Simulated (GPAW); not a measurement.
Crystal: Zn.

```
Zn
1.0
     0.00000    1.96478    1.96478
     1.96478    0.00000    1.96478
     1.96478    1.96478    0.00000
Zn
1
Cartesian
  0.0000 0.0000 0.0000
```

This isn't the form of Zn at room conditions, which is hcp.

```yaml
Program: GPAW 26.7.0
Task: relaxation of cell and atoms
Functional: PBEsol
Dispersion: D3
Potentials_or_basis: PAW data sets generated in the run's folder for this functional
Cutoff: 600 eV
Basis: pw
k_mesh: 12 × 12 × 12
Occupations: fermi-dirac, width 0.05 eV
Spin: no spin polarisation
```

At the start: pressure -8.5 GPa; volume 15.17 Å³/atom.

Problem. Where does the relaxation end?

Solution. Over 5 steps the energy falls by 52.1 meV/atom and the volume is 13.46 Å³/atom (-11.3 %); space group Fm-3m (No. 225, to 0.05 Å).

The path:
```
step  energy change (eV)  largest force (eV/Å)  pressure (GPa)  volume (Å³)
   1              0.0000                0.0000           -8.52        15.17
   2             -0.0246                0.0000           -6.66        14.65
   3             -0.0502                0.0000            2.30        13.17
   4             -0.0521                0.0000           -0.37        13.51
   5             -0.0521                0.0000           -0.02        13.46
```

Final structure:
```
Zn
1.0
     0.00000    1.88813    1.88813
     1.88813    0.00000    1.88813
     1.88813    1.88813    0.00000
Zn
1
Direct
  0.00000 0.00000 0.00000
```

Caveat: later steps reuse the first step's grids; pairwise dispersion overbinds metals, which lowers pressure and volume.
